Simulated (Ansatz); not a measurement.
# Al: the cost of one run

Computed with Ansatz 0.2.0 (DFT PBE, scalar-relativistic, plane waves, PAW, unless a step's input says otherwise).

### 1 Starting point

It takes space group P6_3/mmc (No. 194, hexagonal). The conventional cell has a = 2.827 Å, b = 2.827 Å, c = 9.186 Å, α = 90.00°, β = 90.00°, γ = 120.00°. Al (site symmetry -3m) is surrounded by 12 Al at 2.82 to 2.83 Å. Around Al (site symmetry -6m2) lie 12 Al at 2.82 to 2.83 Å.

As a file:

```cif
data_structure
_symmetry_space_group_name_H-M 'P 1'
_symmetry_Int_Tables_number 1
_cell_length_a 2.8271
_cell_length_b 2.8271
_cell_length_c 9.1860
_cell_angle_alpha 90.000
_cell_angle_beta 90.000
_cell_angle_gamma 120.000
_cell_volume 63.58
loop_
_atom_site_label
_atom_site_type_symbol
_atom_site_fract_x
_atom_site_fract_y
_atom_site_fract_z
_atom_site_occupancy
Al1 Al 0.00000 0.00000 0.00000 1
Al2 Al 0.33333 0.66667 0.25000 1
Al3 Al 0.00000 0.00000 0.50000 1
Al4 Al 0.66667 0.33333 0.75000 1
```

This is candidate A: structure listed in a database for this formula (P6_3/mmc, No. 194).

(A quick probe on a coarse mesh, which set the mesh and smearing, is not shown.)

### 3 Relaxing cell and atoms (candidate A)

input.yaml reads:

```yaml
crystal:
  lattice:
    - [2.8270770242, 0.0, 0.0]
    - [-1.4135385121, 2.4483205214, 0.0]
    - [0.0, 0.0, 9.18599307]
  atoms:
    - { symbol: Al, position: [0.0, 0.0, 0.0] }
    - { symbol: Al, position: [0.33333333, 0.66666667, 0.25] }
    - { symbol: Al, position: [0.0, 0.0, 0.5] }
    - { symbol: Al, position: [0.66666667, 0.33333333, 0.75] }
basis:
  ecutwfc: 420
kpoints:
  mp_grid: { grid: [18, 18, 6] }
hamiltonian:
  xc: pbe
scf:
  occupations: { method: gaussian, width: 0.1 }
output:
  forces: true
  stress: true
  eigenvalues: true
relax:
  adjacent_minimum: "off"
  f_tol: 0.01
  max_steps: 80
  cell: { stress_tol: 0.05 }
```

**Question.** How long does this run take on 1 thread of an x86-64 CPU, shared host, and how much memory does it need?

About 35 s, with a peak of 0.57 GiB.
